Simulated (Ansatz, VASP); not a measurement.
# BaTiO3 in VASP and in Ansatz

```
CELL_PARAMETERS angstrom
3.65524 0.00000 0.00000
0.00000 3.65524 0.00000
0.00000 0.00000 3.65524
ATOMIC_POSITIONS crystal
Ba 0.50000 0.50000 0.57200
Ti 0.00000 0.00000 0.07200
O 0.00000 0.50000 0.07200
O 0.50000 0.00000 0.07200
O 0.00000 0.00000 0.57200
```

Alike in both runs: functional PBE; k mesh 8 × 8 × 8; occupations gaussian, width 0.02 eV; no spin polarisation; Hubbard terms Ti d U = 4.0 eV.

Ansatz relaxed the structure, and its values are those at the end. VASP's run is a single point on that final structure, the one shown.

|  | VASP | Ansatz |
| --- | --- | --- |
| version | VASP 6.6.1 | Ansatz 0.2.0 |
| potentials or method | VASP PAW PBE potentials, release 64 (Ba_sv, Ti_sv, O) | scalar-relativistic, plane waves, PAW |
| plane-wave cutoff (eV) | 520 | 420 |
| valence electrons in the cell | 40 | 40 |

Ansatz gave:

```
gap on the k mesh at the Fermi level (eV) : 2.58
least direct gap on the mesh (eV)         : 2.58
```

Question: Estimate VASP's values.

Answer: gap on the k mesh at the Fermi level (eV): 2.54; least direct gap on the mesh (eV): 2.54.

The programs project onto different local orbitals, so the same U acts differently.

Caveats: spin-orbit coupling is left out, which moves the levels of the heavy elements. A k mesh can miss the band edges.
